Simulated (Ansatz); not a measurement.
# CdTe (F-43m) in Ansatz: a series of runs

One crystal, CdTe, is run at these levels: PBE; tasks: single point.

All numbers are computed with Ansatz 0.2.0; they aren't measurements. Logs are shortened: lines on timing, memory, paths and dates and some standing lists are left out, and cuts for length are marked.

**Measured values to compare with.**

A printed reference work, data compilation reports, for a bulk crystal of CdTe at 0 K: band gap 1.607 eV.

The runs below are set against these values where they give the same quantity.

## Step 1: Starting point

The structure is cubic, space group F-43m (No. 216). Conventional cell: a = 6.410 Å, b = 6.410 Å, c = 6.410 Å, α = 90.00°, β = 90.00°, γ = 90.00°. Te (site symmetry -43m) is surrounded by 4 Cd at 2.78 Å. Cd (site symmetry -43m) has 4 Te at 2.78 Å as nearest neighbours.

## Step 2: Single point, PBE

Contents of input.yaml:

```yaml
crystal:
  lattice:
    - [0.0, 3.205, 3.205]
    - [3.205, 0.0, 3.205]
    - [3.205, 3.205, 0.0]
  atoms:
    - { symbol: Te, position: [0.75, 0.75, 0.75] }
    - { symbol: Cd, position: [0.0, 0.0, 0.0] }
kpoints:
  mp_grid: { grid: [3, 3, 3] }
scf:
  occupations: { method: fermi_dirac, width: 0.03 }
hamiltonian:
  xc: pbe
  pseudopotentials: { kind: all_electron, lapw: { basis_error: 0.003 } }
output:
  forces: true
  stress: true
  eigenvalues: true
```

Potentials or basis: all-electron LAPW, scalar-relativistic.

Run with:

```bash
$ ansatz run input.yaml --threads 1 --pin off --max-ram 3072MiB --backend cpu --events-out ev --progress --plain --runs-dir out
```

The log of the run:

```text
Warning: RAYON_NUM_THREADS=1 ignored (pool sized by the plan → 1); use --threads N
LAPW: plane waves up to 7.752 Å⁻¹, error target 3.0e-3 eV per atom; small_component_spin mean_spin; Cd in spheres of 1.401 Å, 20 of its electrons in bands, Dirac shells []; Te in spheres of 1.375 Å, 24 of its electrons in bands, Dirac shells [] (how accurate: hamiltonian.pseudopotentials.lapw.basis_error, Limitations)
Engine: ansatz 0.2.0, aarch64-unknown-linux-gnu
Pseudopotentials: kind: all_electron
Pseudopotential: Te, LAPW, valence charge 24, lapw/all_electron/scalar/gaussian/Te, Koelling and Harmon's equation, gaussian nucleus
Pseudopotential: Cd, LAPW, valence charge 20, lapw/all_electron/scalar/gaussian/Cd, Koelling and Harmon's equation, gaussian nucleus
Functional definition: PBE
  parameter kappa = 0.804
  parameter beta = 0.06672455060314922
  exchange = pbe_x(kappa = kappa, mu = beta*pi^2/3)
  correlation = pbe_c(beta = beta)
Crystal: 2 atoms, lattice volume = 65.844 Å³
Basis set: ecut = 228.93269598776504 eV, 531 PW (Γ), exchange–correlation at level 2
Bands: 27, of which v1, the nominal top of the filled ones, is band 22 counted from 1 (21 counted from 0)
Symmetry: 24 space group operations
Space group: F-43m (ITA 216), of the structure as read, at distance tolerance 4.0e-5 Å
k-points: 4 of 27 (time reversal used)
Non-local potential: Te, projectors of the file, none
Non-local potential: Cd, projectors of the file, none
Initial density: superposition of atomic densities (chi_scale 0.1, normalization cell, long waves kept (reshape's long-wave potential 0.00 eV rms))
Initial wavefunctions: plane waves of lowest kinetic energy (no species holds an atomic orbital)
Functional: x = pbe(κ = 0.804, μ = 0.2195149727645171), c = pbe(β = 0.06672455060314922)
iter 1 solved again at ethr=1.58e-3 eV; its pass at ethr=1.00e-1 eV (dr2=6.97e-1 eV) is discarded
SCF iter   1: F=—  HF=-337120.665032 eV  |F-HF|=—  |Δ(HF+E_count)|=         —  Δρ=2.24e-2  dr2=6.98e-1  ethr=1.58e-3  ⟨swp⟩=2.0  Hψ=695  notcnv=0
preconditioner: auto → none  [insulator: Δε(μ)=1.155 eV  Ē_g=11.716 eV  σ=0.030 eV  W_gap=1.00  n_scr=14 (ndim 8)  ℏωp=19.4 eV  f_vac=0.195  D(μ)=0.00/eV (n_scr^D=0)  ε∞_Penn≈3.7]
iter 2 solved again at ethr=5.95e-5 eV; its pass at ethr=1.58e-3 eV (dr2=2.62e-2 eV) is discarded
SCF iter   2: F=—  HF=-337120.416598 eV  |F-HF|=—  |Δ(HF+E_count)|=   2.48e-1  Δρ=6.73e-3  dr2=2.63e-2  ethr=5.95e-5  ⟨swp⟩=2.0  Hψ=558  notcnv=0
SCF iter   3: F=—  HF=-337120.392138 eV  |F-HF|=—  |Δ(HF+E_count)|=   2.45e-2  Δρ=3.86e-3  dr2=1.04e-2  ethr=5.95e-5  ⟨swp⟩=2.8  Hψ=325  notcnv=0
SCF iter   4: F=—  HF=-337120.392320 eV  |F-HF|=—  |Δ(HF+E_count)|=   1.82e-4  Δρ=1.57e-3  dr2=2.07e-3  ethr=2.37e-5  ⟨swp⟩=2.0  Hψ=310  notcnv=0
SCF iter   5: F=—  HF=-337120.392504 eV  |F-HF|=—  |Δ(HF+E_count)|=   1.85e-4  Δρ=3.12e-4  dr2=6.13e-5  ethr=4.70e-6  ⟨swp⟩=2.2  Hψ=309  notcnv=0
SCF iter   6: F=—  HF=-337120.392538 eV  |F-HF|=—  |Δ(HF+E_count)|=   3.42e-5  Δρ=5.18e-5  dr2=1.73e-6  ethr=1.39e-7  ⟨swp⟩=2.8  Hψ=304  notcnv=0
SCF iter   7: F=-337120.392543 eV  HF=-337120.392543 eV  |F-HF|=7.07e-8  |Δ(HF+E_count)|=   4.99e-6  Δρ=5.52e-6  dr2=2.25e-8  ethr=3.94e-9  ⟨swp⟩=3.0  Hψ=318  notcnv=0
SCF 1 converged in 7 iterations: F = -337120.392543 eV  dr2 = 2.25e-8
SCF converged after 7 iterations
Free energy (F): -337120.392543 eV
Harris-Foulkes:  -337120.392543 eV  (|F-HF|=7.07e-8)
Internal energy: -337120.392543 eV  (E = F + TS)
E sigma→0 (E₀):  -337120.392543 eV
Entropy (-TS):   -0.000000 eV (-0.000 meV/atom)
Fermi energy:    9.863271 eV
--- Per-component energies (eV) ---
  E_band       = -1616.709490
  E_kinetic    = 354737.556453
  E_xc         = -9002.163683
  E_electrostatic = -682855.785313  (all electrons and nuclei)
  E_smearing   = -0.000000  (= −TS)
  E_closure    = 0.000000  (closes the sum)
  E_atoms      = -337115.932394  (free atoms, spherical and without spin; not in F)
  Σ components = -337120.392543   (vs F -337120.392543, Δ=0.00e0)
  Basis errors (estimates in eV, not in F): energy 1.3e-3 per atom: plane waves 1.2e-3 (7.3e-4 summed), levels above the bands 8.9e-123, relativity 3.0e-7, radial functions 5.6e-5, core shells 3.9e-7; eigenvalues (radial functions only) 2.1e-6; not estimated: angular momenta, meshes, grids; target (lapw.basis_error) 3.0e-3; muffin-tin radii Cd 1.401 Å, Te 1.375 Å
--- Forces (eV/Å), atoms counted from 1 ---
  atom   1  Te    -0.00000000     0.00000000     0.00000000
  atom   2  Cd     0.00000000    -0.00000000     0.00000000
  max |Σ_I F_I| component: 3.70e-17 eV/Å
--- Stress (GPa, compression-positive) ---
        5.185675       0.000000      -0.000000
        0.000000       5.185675       0.000000
       -0.000000       0.000000       5.185675
  P = ⅓ Tr σ = 5.1857 GPa (51.857 kbar)
--- Band table (eV) ---
  k-point 0: bands = ["-149.1835", "-99.2232", "-99.2232", "-99.2232", "-92.8740", "-53.9367", "-53.9367", "-53.9367", "-26.5684", "-26.5684", "-26.5684", "-26.5586", "-26.5586", "-1.9265", "0.9391", "0.9391", "0.9391", "1.2174", "1.2174", "9.4271", "9.4271", "9.4271", "10.2665", "13.9664", "13.9664", "13.9664", "16.9131"]
  k-point 1: bands = ["-149.1835", "-99.2232", "-99.2232", "-99.2232", "-92.8740", "-53.9367", "-53.9367", "-53.9367", "-26.5685", "-26.5681", "-26.5681", "-26.5585", "-26.5585", "-1.6038", "0.9941", "0.9941", "1.2205", "1.2205", "1.3304", "5.6891", "8.7722", "8.7722", "11.3614", "14.6125", "14.6125", "15.7654", "17.4748"]
  k-point 2: bands = ["-149.1835", "-99.2232", "-99.2232", "-99.2232", "-92.8740", "-53.9367", "-53.9367", "-53.9367", "-26.5688", "-26.5678", "-26.5678", "-26.5587", "-26.5582", "-1.5026", "1.0692", "1.0692", "1.1151", "1.2420", "1.4308", "5.8220", "7.8240", "7.8240", "12.0840", "12.5624", "16.8841", "17.0110", "17.0110"]
  k-point 3: bands = ["-149.1835", "-99.2232", "-99.2232", "-99.2232", "-92.8740", "-53.9367", "-53.9367", "-53.9367", "-26.5685", "-26.5681", "-26.5678", "-26.5585", "-26.5583", "-1.4044", "1.0475", "1.0712", "1.1878", "1.2222", "1.7831", "5.1001", "6.6492", "8.0118", "12.4421", "14.5929", "16.2877", "16.5324", "16.9575"]
```

Wall time 2.6 s (1 thread of Arm Neoverse V2, shared host); peak memory 0.23 GiB.

Results:

```
Free energy            : -337120.3925 eV
Pressure               : 5.2 GPa
Band gap on the k mesh : 0.84 eV, direct
```

Levels at points of the mesh, in eV from the valence-band top:
| k point | band 18 | band 19 | band 20 | band 21 | band 22 | band 23 | band 24 | band 25 | band 26 | band 27 |
| --- | --- | --- | --- | --- | --- | --- | --- | --- | --- | --- |
| (0.00, 0.00, 0.00) | -8.21 | -8.21 | 0.00 | 0.00 | 0.00 | 0.84 | 4.54 | 4.54 | 4.54 | 7.49 |

Caveat: the k mesh is coarse (spacing up to 0.57 Å⁻¹), so the values aren't converged; spin-orbit coupling is left out, which moves the levels of the heavy elements.

## Step 3: Single point, PBE

Contents of input.yaml:

```yaml
crystal:
  lattice:
    - [0.0, 3.205, 3.205]
    - [3.205, 0.0, 3.205]
    - [3.205, 3.205, 0.0]
  atoms:
    - { symbol: Te, position: [0.75, 0.75, 0.75] }
    - { symbol: Cd, position: [0.0, 0.0, 0.0] }
kpoints:
  mp_grid: { grid: [7, 7, 7] }
scf:
  occupations: { method: gaussian, width: 0.011 }
hamiltonian:
  xc: pbe
  pseudopotentials: { kind: all_electron, lapw: { basis_error: 0.001 } }
output:
  forces: true
  stress: true
  eigenvalues: true
```

Potentials or basis: all-electron LAPW, scalar-relativistic.

Run with:

```bash
$ ansatz run input.yaml --threads 1 --pin off --max-ram 3072MiB --backend cpu --events-out ev --progress --plain --runs-dir out
```

The log of the run:

```text
Warning: RAYON_NUM_THREADS=1 ignored (pool sized by the plan → 1); use --threads N
LAPW: plane waves up to 8.257 Å⁻¹, error target 1.0e-3 eV per atom; small_component_spin mean_spin; Cd in spheres of 1.398 Å, 20 of its electrons in bands, Dirac shells []; Te in spheres of 1.378 Å, 24 of its electrons in bands, Dirac shells [] (how accurate: hamiltonian.pseudopotentials.lapw.basis_error, Limitations)
[... 3 set-up lines as earlier in the session ...]
[... 45 lines left out ...]
  atom   1  Te    -0.00000000     0.00000000     0.00000000
  atom   2  Cd     0.00000000    -0.00000000    -0.00000000
  max |Σ_I F_I| component: 3.70e-17 eV/Å
--- Stress (GPa, compression-positive) ---
        4.259425       0.000000      -0.000000
        0.000000       4.259425       0.000000
       -0.000000       0.000000       4.259425
  P = ⅓ Tr σ = 4.2594 GPa (42.594 kbar)
--- Band table (eV; the first three rows and the last of 20) ---
  k-point 0: bands = ["-149.3646", "-99.4040", "-99.4040", "-99.4040", "-92.8601", "-53.9213", "-53.9213", "-53.9213", "-26.7464", "-26.7464", "-26.7464", "-26.7370", "-26.7370", "-2.0203", "0.9485", "0.9485", "0.9485", "1.2344", "1.2344", "9.3475", "9.3475", "9.3475", "10.2199", "13.9443", "13.9443", "13.9443", "16.8474"]
  k-point 1: bands = ["-149.3646", "-99.4040", "-99.4040", "-99.4040", "-92.8601", "-53.9214", "-53.9213", "-53.9213", "-26.7465", "-26.7464", "-26.7464", "-26.7370", "-26.7370", "-1.9393", "0.9641", "0.9641", "1.0109", "1.2332", "1.2332", "7.8761", "9.1609", "9.1609", "11.1859", "13.9922", "14.2218", "14.2218", "17.7253"]
  k-point 2: bands = ["-149.3646", "-99.4040", "-99.4040", "-99.4040", "-92.8601", "-53.9214", "-53.9214", "-53.9214", "-26.7465", "-26.7462", "-26.7462", "-26.7370", "-26.7370", "-1.7566", "0.9956", "0.9956", "1.2275", "1.2350", "1.2350", "6.1312", "8.8033", "8.8033", "11.3730", "14.5637", "14.5637", "15.1660", "17.5084"]
  k-point 19: bands = ["-149.3646", "-99.4040", "-99.4040", "-99.4040", "-92.8601", "-53.9214", "-53.9214", "-53.9214", "-26.7466", "-26.7463", "-26.7458", "-26.7370", "-26.7367", "-1.4729", "1.0742", "1.0903", "1.1998", "1.2371", "1.8307", "5.0196", "6.6930", "7.4198", "13.0713", "14.2046", "15.3099", "16.1036", "18.3367"]
```

Wall time 11 s (1 thread of Arm Neoverse V2, shared host); peak memory 0.29 GiB.

What came out:

```
Free energy            : -337120.6535 eV
Pressure               : 4.3 GPa
Band gap on the k mesh : 0.87 eV, direct
```

Caveat: spin-orbit coupling is left out, which moves the levels of the heavy elements.

## Step 4: Single point, PBE

Changes to input.yaml since step 3:

```diff
@@ -11,3 +11,3 @@
 scf:
-  occupations: { method: gaussian, width: 0.011 }
+  occupations: { method: gaussian, width: 0.013 }
 hamiltonian:
```

Potentials or basis: all-electron LAPW, scalar-relativistic.

Run with:

```bash
$ ansatz run input.yaml --threads 1 --pin off --max-ram 3072MiB --backend cpu --events-out ev --progress --plain --runs-dir out
```

The log of the run:

```text
Warning: RAYON_NUM_THREADS=1 ignored (pool sized by the plan → 1); use --threads N
LAPW: plane waves up to 8.257 Å⁻¹, error target 1.0e-3 eV per atom; small_component_spin mean_spin; Cd in spheres of 1.398 Å, 20 of its electrons in bands, Dirac shells []; Te in spheres of 1.378 Å, 24 of its electrons in bands, Dirac shells [] (how accurate: hamiltonian.pseudopotentials.lapw.basis_error, Limitations)
[... 9 set-up lines as earlier in the session ...]
Crystal: 2 atoms, lattice volume = 65.844 Å³
Basis set: ecut = 259.75125083150255 eV, 609 PW (Γ), exchange–correlation at level 2
Bands: 27, of which v1, the nominal top of the filled ones, is band 22 counted from 1 (21 counted from 0)
[... 2 set-up lines as earlier in the session ...]
k-points: 20 of 343 (time reversal used)
[... 5 set-up lines as earlier in the session ...]
iter 1 solved again at ethr=1.27e-3 eV; its pass at ethr=1.00e-1 eV (dr2=5.61e-1 eV) is discarded
SCF iter   1: F=—  HF=-337120.881406 eV  |F-HF|=—  |Δ(HF+E_count)|=         —  Δρ=2.05e-2  dr2=5.62e-1  ethr=1.27e-3  ⟨swp⟩=2.0  Hψ=3488  notcnv=0
preconditioner: auto → none  [insulator: Δε(μ)=1.155 eV  Ē_g=11.769 eV  σ=0.013 eV  W_gap=1.00  n_scr=14 (ndim 8)  ℏωp=19.4 eV  f_vac=0.195  D(μ)=0.00/eV (n_scr^D=0)  ε∞_Penn≈3.7]
iter 2 solved again at ethr=4.92e-5 eV; its pass at ethr=1.27e-3 eV (dr2=2.16e-2 eV) is discarded
SCF iter   2: F=—  HF=-337120.677069 eV  |F-HF|=—  |Δ(HF+E_count)|=   2.04e-1  Δρ=6.31e-3  dr2=2.17e-2  ethr=4.92e-5  ⟨swp⟩=2.0  Hψ=2859  notcnv=0
SCF iter   3: F=—  HF=-337120.653411 eV  |F-HF|=—  |Δ(HF+E_count)|=   2.37e-2  Δρ=3.73e-3  dr2=8.83e-3  ethr=4.92e-5  ⟨swp⟩=2.5  Hψ=1662  notcnv=0
SCF iter   4: F=—  HF=-337120.653354 eV  |F-HF|=—  |Δ(HF+E_count)|=   5.65e-5  Δρ=1.34e-3  dr2=1.29e-3  ethr=2.01e-5  ⟨swp⟩=2.0  Hψ=1635  notcnv=0
SCF iter   5: F=—  HF=-337120.653475 eV  |F-HF|=—  |Δ(HF+E_count)|=   1.21e-4  Δρ=2.26e-4  dr2=2.59e-5  ethr=2.93e-6  ⟨swp⟩=2.0  Hψ=1582  notcnv=0
SCF iter   6: F=—  HF=-337120.653493 eV  |F-HF|=—  |Δ(HF+E_count)|=   1.76e-5  Δρ=3.93e-5  dr2=8.75e-7  ethr=5.88e-8  ⟨swp⟩=2.9  Hψ=1566  notcnv=0
SCF iter   7: F=-337120.653496 eV  HF=-337120.653496 eV  |F-HF|=4.35e-8  |Δ(HF+E_count)|=   2.65e-6  Δρ=4.51e-6  dr2=1.52e-8  ethr=1.99e-9  ⟨swp⟩=3.0  Hψ=1635  notcnv=0
SCF 1 converged in 7 iterations: F = -337120.653496 eV  dr2 = 1.52e-8
SCF converged after 7 iterations
Free energy (F): -337120.653496 eV
Harris-Foulkes:  -337120.653496 eV  (|F-HF|=4.35e-8)
Internal energy: -337120.653496 eV  (E = F + TS)
E sigma→0 (E₀):  -337120.653496 eV
Fermi energy:    9.783817 eV
--- Per-component energies (eV) ---
  E_band       = -1620.511826
  E_kinetic    = 354736.799631
  E_xc         = -9001.873279
  E_electrostatic = -682855.579848  (all electrons and nuclei)
  E_smearing   = -0.000000  (= −TS)
  E_closure    = 0.000000  (closes the sum)
  E_atoms      = -337115.932394  (free atoms, spherical and without spin; not in F)
  Σ components = -337120.653496   (vs F -337120.653496, Δ=0.00e0)
  Basis errors (estimates in eV, not in F): energy 4.3e-4 per atom: plane waves 4.0e-4 (2.3e-4 summed), levels above the bands 0.0e0, relativity 8.5e-8, radial functions 3.2e-5, core shells 4.2e-7; eigenvalues (radial functions only) 1.2e-6; not estimated: angular momenta, meshes, grids; target (lapw.basis_error) 1.0e-3; muffin-tin radii Cd 1.398 Å, Te 1.378 Å
--- Forces (eV/Å), atoms counted from 1 ---
  atom   1  Te    -0.00000000     0.00000000     0.00000000
  atom   2  Cd     0.00000000    -0.00000000    -0.00000000
  max |Σ_I F_I| component: 4.16e-17 eV/Å
--- Stress (GPa, compression-positive) ---
        4.259425      -0.000000      -0.000000
       -0.000000       4.259425       0.000000
       -0.000000       0.000000       4.259425
  P = ⅓ Tr σ = 4.2594 GPa (42.594 kbar)
--- Band table (eV; the first three rows and the last of 20) ---
  k-point 0: bands = ["-149.3646", "-99.4040", "-99.4040", "-99.4040", "-92.8601", "-53.9213", "-53.9213", "-53.9213", "-26.7464", "-26.7464", "-26.7464", "-26.7370", "-26.7370", "-2.0203", "0.9485", "0.9485", "0.9485", "1.2344", "1.2344", "9.3475", "9.3475", "9.3475", "10.2199", "13.9443", "13.9443", "13.9443", "16.8474"]
  k-point 1: bands = ["-149.3646", "-99.4040", "-99.4040", "-99.4040", "-92.8601", "-53.9214", "-53.9213", "-53.9213", "-26.7465", "-26.7464", "-26.7464", "-26.7370", "-26.7370", "-1.9393", "0.9641", "0.9641", "1.0109", "1.2332", "1.2332", "7.8761", "9.1609", "9.1609", "11.1859", "13.9922", "14.2218", "14.2218", "17.7253"]
  k-point 2: bands = ["-149.3646", "-99.4040", "-99.4040", "-99.4040", "-92.8601", "-53.9214", "-53.9214", "-53.9214", "-26.7465", "-26.7462", "-26.7462", "-26.7370", "-26.7370", "-1.7566", "0.9956", "0.9956", "1.2275", "1.2350", "1.2350", "6.1312", "8.8033", "8.8033", "11.3730", "14.5637", "14.5637", "15.1660", "17.5084"]
  k-point 19: bands = ["-149.3646", "-99.4040", "-99.4040", "-99.4040", "-92.8601", "-53.9214", "-53.9214", "-53.9214", "-26.7466", "-26.7463", "-26.7458", "-26.7370", "-26.7367", "-1.4729", "1.0742", "1.0903", "1.1998", "1.2371", "1.8307", "5.0196", "6.6930", "7.4198", "13.0713", "14.2046", "15.3099", "16.1036", "18.3367"]
```

It took 11 s on 1 thread of Arm Neoverse V2, shared host; peak memory 0.29 GiB.

Results:

```yaml
Free_energy: -337120.6535 eV
Pressure: 4.3 GPa
Band_gap_on_the_k_mesh: 0.87 eV, direct
```

Caveat: spin-orbit coupling is left out, which moves the levels of the heavy elements.

## Step 5: Overview

```csv
k mesh,cutoff (eV),smearing,basis error allowed,mesh quality,gap on the mesh (eV),pressure (GPa)
3 × 3 × 3,229,fermi-dirac 0.03 eV,0.003 eV/atom,coarse,0.84,5.2
7 × 7 × 7,260,gaussian 0.011 eV,0.001 eV/atom,not flagged,0.87,4.3
7 × 7 × 7,260,gaussian 0.013 eV,0.001 eV/atom,not flagged,0.87,4.3
```

Alike in all rows: task single point; level PBE; potentials or basis all-electron LAPW, scalar-relativistic; no spin polarisation; cell as given.

Caveats: some runs use coarse meshes; spin-orbit coupling is left out, which moves the levels of the heavy elements.

Compare energies only between runs with the same functional and basis.

## Step 6: How close it comes

Step 3. Measured gap of CdTe: 1.607 eV (0 K; a printed reference work, data compilation). This calculation gives 0.87 eV (-0.73 eV). Spin-orbit coupling on Cd, Te is left out. The value is that of PBE, without temperature or zero-point motion. Semilocal functionals fall short of measured gaps as a rule.

Step 4. A measured gap of CdTe is 1.607 eV (0 K; a printed reference work, data compilation); the calculated 0.87 eV misses it by -0.73 eV. Spin-orbit coupling on Cd, Te is left out. The value is that of PBE, without temperature or zero-point motion. Semilocal functionals fall short of measured gaps as a rule.
